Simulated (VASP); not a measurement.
Input of a VASP 6.6.1 run:

File INCAR:

```
ALGO = Normal
EDIFF = 1E-7
EDIFFG = -0.005
ENCUT = 600
GGA = PS
IBRION = 2
ISIF = 3
ISMEAR = 0
LASPH = True
LCHARG = False
LREAL = False
LWAVE = False
NELM = 80
NSW = 90
PREC = Accurate
SIGMA = 0.02
```

The input KPOINTS:

```
k-points
0
Gamma
  6 6 8
```

Contents of POSCAR:

```
SnO2
1.0
    4.7373500000      0.0000000000      0.0000000000
    0.0000000000      4.7373500000      0.0000000000
    0.0000000000      0.0000000000      3.1864000000
Sn O
2 4
Direct
    0.0000000000      0.0000000000      0.0000000000
    0.5000000000      0.5000000000      0.5000000000
    0.3056200000      0.3056200000      0.0000000000
    0.1943800000      0.8056200000      0.5000000000
    0.6943800000      0.6943800000      0.0000000000
    0.8056200000      0.1943800000      0.5000000000
```

Potentials or basis: VASP PAW PBE potentials, release 64 (Sn_d, O).

Launch:

```sh
$ cat potpaw_PBE.64/Sn_d/POTCAR potpaw_PBE.64/O/POTCAR > POTCAR
$ mpirun -np 1 vasp_std > vasp.out
```

(1) What does it give for the space group after relaxing (to 0.05 Å)?

(2) Predict the band gap on the k mesh.

(3) Estimate the relaxed volume.

## Answers

(1) P4_2/mnm (No. 136).

(2) 0.88 eV, direct.

(3) 12.21 Å³/atom.

Caveat: the PAW data sets were made with another functional, which shifts forces and pressure a little; spin-orbit coupling is left out, which moves the levels of the heavy elements.
